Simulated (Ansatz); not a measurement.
**Te2Mo: how the settings move a single-point run**

Question: which choices in the input matter for Te2Mo? The cell is built on a prototype (fluorite) and needn't be the phase found in nature.

Program: Ansatz 0.2.0. Level of theory: reference: DFT, PBEsol, plane waves, PAW. These are calculated values, not measurements.

6 further runs of the same task are left out: 1 for a known fault of the program, 5 that didn't finish.

## Step 1: The structure to begin with

The structure is cubic, space group Fm-3m (No. 225). The conventional cell has a = 6.630 Å, b = 6.630 Å, c = 6.630 Å, α = 90.00°, β = 90.00°, γ = 90.00°. Mo (site symmetry m-3m) is surrounded by 8 Te at 2.87 Å. Around Te (site symmetry -43m) lie 4 Mo at 2.87 Å.

Structure file:

```cif
data_structure
_symmetry_space_group_name_H-M 'Fm-3m'
_symmetry_Int_Tables_number 225
_cell_length_a 6.6297
_cell_length_b 6.6297
_cell_length_c 6.6297
_cell_angle_alpha 90.000
_cell_angle_beta 90.000
_cell_angle_gamma 90.000
_cell_volume 291.39
loop_
_atom_site_label
_atom_site_type_symbol
_atom_site_symmetry_multiplicity
_atom_site_Wyckoff_symbol
_atom_site_fract_x
_atom_site_fract_y
_atom_site_fract_z
_atom_site_occupancy
Mo1 Mo 4 a 0.00000 0.00000 0.00000 1
Te1 Te 8 c 0.25000 0.75000 0.75000 1
```

## Step 2: Reference

The input, input.yaml:

```yaml
crystal:
  lattice:
    - [0.0, 3.3148317929, 3.3148317929]
    - [3.3148317929, 0.0, 3.3148317929]
    - [3.3148317929, 3.3148317929, 0.0]
  atoms:
    - { symbol: Mo, position: [0.0, 0.0, 0.0] }
    - { symbol: Te, position: [0.25, 0.25, 0.25] }
    - { symbol: Te, position: [0.75, 0.75, 0.75] }
kpoints:
  mp_grid: { grid: [4, 4, 4] }
hamiltonian:
  xc: pbesol
scf:
  occupations: { method: fermi_dirac, width: 0.02 }
  n_extra_bands: 4
output:
  forces: true
  stress: true
  eigenvalues: true
```

Run with:

```
$ ansatz run input.yaml --threads 4 --pin off --max-ram 3686MiB --backend cpu --events-out ev --progress --plain --runs-dir out
```

## Step 3: Changed: occupations.method tetrahedron, width left out

input.yaml, as its differences from that of step 2:

```diff
@@ -14,3 +14,3 @@
 scf:
-  occupations: { method: fermi_dirac, width: 0.02 }
+  occupations: { method: tetrahedron }
   n_extra_bands: 4
```

## Step 4: The same system, input altered

input.yaml, as its differences from that of step 2:

```diff
@@ -16,2 +16,3 @@
   n_extra_bands: 4
+  max_iter: 93
 output:
@@ -20 +21,4 @@
   eigenvalues: true
+magnetization:
+  spin_polarized: true
+  initial_magnetization: 6.0
```

## Step 6: Changed: mixing.ndim 30

input.yaml, as its differences from that of step 2:

```diff
@@ -16,2 +16,4 @@
   n_extra_bands: 4
+  mixing: { ndim: 30 }
+  max_iter: 84
 output:
```

## Step 7: Changed: xc lda

input.yaml, as its differences from that of step 2:

```diff
@@ -12,3 +12,3 @@
 hamiltonian:
-  xc: pbesol
+  xc: lda
 scf:
```

## Step 8: Changed: xc mr2scan

input.yaml, as its differences from that of step 2:

```diff
@@ -12,3 +12,3 @@
 hamiltonian:
-  xc: pbesol
+  xc: mr2scan
 scf:
```

## Step 9: Changed: exchange pbe, correlation pbe, coeff 0.3, omega 0.5

input.yaml, as its differences from that of step 2:

```diff
@@ -12,3 +12,3 @@
 hamiltonian:
-  xc: pbesol
+  xc: { exchange: pbe, correlation: pbe, exx: { coeff: 0.3, omega: 0.5 } }
 scf:
```

(Steps that only read results are left out.)

Before running it: what results should come out? Wanted: for each run, ending; energy change; pressure; gap; abs. moment; force.

As calculated:

| run | ending | energy change | pressure (GPa) | gap (eV) | abs. moment (μB) | force (eV/Å) | cycles | time |
| --- | --- | --- | --- | --- | --- | --- | --- | --- |
| reference | converged | 0 | -2.3 | 0.00 | 0.00 | 0.00 | 7 | 0.61 s |
| 1: occupations.method tetrahedron, width left out | converged | -5.7 meV/atom (σ→0) | -2.4 | 0.00 | 0.00 | 0.00 | 7 | 0.6 s |
| 2: spin_polarized true, initial_magnetization 6.0 | converged | -23.8 meV/atom | 0.8 | - | 1.75 | 0.00 | 12 | 1.5 s |
| 3: mixing.ndim 30 | converged | 0.0 meV/atom | -2.3 | 0.00 | 0.00 | 0.00 | 7 | 0.62 s |
| 4: xc lda | converged | not comparable | -4.1 | 0.00 | 0.00 | 0.00 | 7 | 0.57 s |
| 5: xc mr2scan | converged | not comparable | 1.2 | 0.00 | 0.00 | 0.00 | 7 | 1.3 s |
| 6: exchange pbe, correlation pbe, coeff 0.3, omega 0.5 | converged | not comparable | -1.0 | 0.00 | 0.00 | 0.00 | 22 | 11 s |

Residual by cycle in the longest SCF loop of each run; runs are numbered as in the table. The quantity is the density residual dr2, in eV.

| cycle | reference | run 1 | run 2 | run 3 | run 4 | run 5 | run 6 |
| --- | --- | --- | --- | --- | --- | --- | --- |
| 1 | 0.025 | 0.0398 | 0.503 | 0.025 | 0.0466 | 0.0581 | 0.013 |
| 2 | 0.00171 | 0.00706 | 0.738 | 0.00171 | 0.00213 | 0.00393 | 0.0116 |
| 3 | 5.2e-4 | 0.00354 | 0.379 | 5.2e-4 | 3.7e-4 | 0.00513 | 0.033 |
| 4 | 3.7e-5 | 2.6e-4 | 0.0395 | 3.7e-5 | 1.3e-4 | 3.4e-4 | 1.3e-4 |
| 5 | 9.3e-6 | 6.2e-5 | 0.00685 | 9.3e-6 | 1.2e-5 | 4.3e-5 | 4.4e-6 |
| 6 | 1.1e-6 | 2.9e-6 | 0.00167 | 1.1e-6 | 2.6e-6 | 1.7e-6 | 2.6e-7 |
| 7 | 2.4e-8 | 3.7e-8 | 4.7e-4 | 2.4e-8 | 7.7e-9 | 1.7e-8 | 3.4e-9 |
| 8 | - | - | 2.0e-4 | - | - | - | 1.7e-10 |
| 9 | - | - | 2.8e-5 | - | - | - | - |
| 10 | - | - | 2.7e-7 | - | - | - | - |
| 11 | - | - | 1.6e-8 | - | - | - | - |
| 12 | - | - | 9.8e-10 | - | - | - | - |

Of the variants the dearest is «exchange pbe, correlation pbe, coeff 0.3, omega 0.5» (11 s), the cheapest «xc lda» (0.57 s), on a shared host.
